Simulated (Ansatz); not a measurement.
# How far is this Na2I from the hull?

Theory: DFT PBE, scalar-relativistic, plane waves, PAW (Ansatz). Settings: cutoff 420 eV, Γ-centred meshes spaced at most about 0.3 Å⁻¹, and about 0.25 Å⁻¹ or finer for metals (2π included), Gaussian smearing. No spin polarisation.

Formation energies are uncorrected and refer to the elements' standard structures at the same level.

Temperature and zero-point effects are left out. Spin–orbit coupling, which can matter for I, is left out. The reference form of I is held partly by dispersion forces, which this level lacks.

The competitors are the elements and 1 reference phase of this chemical system (from databases or known types: NaI), relaxed at the same level; other known phases may be missing.

The candidate was reached from: LaBr2 type (P6_3/mmc).

```yaml
crystal:
  lattice:
    - [4.35472, 0.00000, 0.00000]
    - [-2.17736, 3.77130, 0.00000]
    - [0.00000, 0.00000, 14.68783]
  atoms:
    - { symbol: Na, position: [0.33333, 0.66667, 0.38911] }
    - { symbol: Na, position: [0.66667, 0.33333, 0.88911] }
    - { symbol: Na, position: [0.33333, 0.66667, 0.11089] }
    - { symbol: Na, position: [0.66667, 0.33333, 0.61089] }
    - { symbol: I, position: [0.00000, 0.00000, 0.25000] }
    - { symbol: I, position: [0.00000, 0.00000, 0.75000] }
```

The lowest competing mixture at this composition:

| phase | space group | source | share of atoms | ΔE_f (eV/atom) |
| --- | --- | --- | --- | --- |
| Na | - | element | 0.3333 | -0.0014 |
| NaI | Fm-3m (No. 225) | COD | 0.6667 | -1.280 |

The lowest database cell of Na (-0.0014) lies slightly below the reference, hence the non-zero entry.

Question: What are the hull's energy here, the candidate's formation energy and its margin?

Answer: The hull lies at -0.854 eV/atom, the weighted sum of the last column. The candidate has -0.713 eV/atom, which is 141 meV/atom above it. The candidate matches no cell in the subsets of the Crystallography Open Database and the Materials Project at hand. It is metastable at best. Whether it is a true minimum wasn't tested by phonons.
